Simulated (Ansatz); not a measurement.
## Molybdenum (fcc) across density functionals

All rows: Ansatz, plane waves with scalar-relativistic PAW, 420 eV (500 eV for the SCAN forms), relaxed under each functional, no dispersion correction, no zero-point motion. B₀ comes from uniform scaling at fixed shape; a dash is a value not given.

```csv
functional,V (Å³/atom),cell,B₀ (GPa),magnetic state,ΔE to bcc (meV/atom)
PBE,16.04,a = 4.003 Å,239,spin not included,426
r²SCAN,15.86,a = 3.988 Å,252,spin not included,488
PBEsol,15.54,a = 3.961 Å,257,spin not included,436
RPBE,16.27,a = 4.022 Å,230,spin not included,423
BLYP,16.67,a = 4.055 Å,215,spin not included,386
```

Task: What does revPBE give?

Result: V (Å³/atom): 16.20; cell: a = 4.017 Å; B₀ (GPa): 232; magnetic state: spin not included; ΔE to bcc (meV/atom): 424.
